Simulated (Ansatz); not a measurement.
Mg:

```
CELL_PARAMETERS angstrom
-1.83599 1.83599 1.67940
1.83599 -1.83599 1.67940
1.83599 1.83599 -1.67940
ATOMIC_POSITIONS crystal
Mg 0.00000 0.00000 0.00000
```

This isn't the form of Mg at room conditions, which is hcp.

```yaml
Program: Ansatz 0.2.0
Task: relaxation of cell and atoms
Functional: LDA
Potentials_or_basis: Ansatz PAW
Cutoff: "420 eV (not typed: the program's choice for these potentials)"
k_mesh: 11 × 11 × 11
Occupations: fermi-dirac, width 0.05 eV
Spin: no spin polarisation
```

At the start: volume 22.64 Å³/atom.

Question: Where does the relaxation end?

Answer: It ends after 9 steps and the volume is 21.51 Å³/atom (-5.0 %); space group Im-3m (No. 229, to 0.05 Å).

The path:
| step | energy change (eV) | largest force (eV/Å) | volume (Å³) |
| --- | --- | --- | --- |
| 1 | 0.0000 | 0.0000 | 22.64 |
| 2 | -0.0047 | 0.0000 | 21.92 |
| 3 | -0.0052 | 0.0000 | 21.63 |
| 4 | -0.0055 | 0.0000 | 21.54 |
| 5 | -0.0064 | 0.0000 | 21.55 |
| 6 | -0.0079 | 0.0000 | 21.34 |
| 7 | -0.0082 | 0.0000 | 21.51 |
| 8 | -0.0082 | 0.0000 | 21.51 |
| 9 | -0.0082 | 0.0000 | 21.51 |

Final structure:
```xyz
1
Lattice="-1.7524 1.7524 1.7511 1.7524 -1.7524 1.7511 1.7524 1.7524 -1.7511" Properties=species:S:1:pos:R:3 pbc="T T T"
Mg    0.0000    0.0000    0.0000
```

Caveat: the plane-wave basis is chosen anew once the cell has moved, so the energies of steps on either side of that aren't comparable; the PAW data sets come from PBE, with cores solved anew for the run's functional, which leaves a small shift of forces and pressure.
